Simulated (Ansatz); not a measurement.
Crystal: AgBr.

```
CELL_PARAMETERS angstrom
0.00000 2.87015 2.87015
2.87015 0.00000 2.87015
2.87015 2.87015 0.00000
ATOMIC_POSITIONS crystal
Ag 0.00000 0.00000 0.00000
Br 0.50000 0.50000 0.50000
```

Base run:

* Program: Ansatz 0.2.0
* Functional: revPBE
* Potentials or basis: all-electron LAPW, scalar-relativistic
* Cutoff: 214 eV (chosen from the basis error)
* Basis error allowed: 0.001 eV/atom
* k mesh: 8 × 8 × 8
* Occupations: fermi-dirac, width 0.05 eV
* Spin: no spin polarisation

Its results: band gap on the k mesh 0.80 eV, indirect (least direct gap 2.73 eV); pressure 4.4 GPa.

Q: The run is repeated on the same cell with these changes: functional from revPBE to BLYP. What comes out?

A: Band gap on the k mesh 0.72 eV, indirect (least direct gap 2.62 eV); pressure 6.1 GPa.
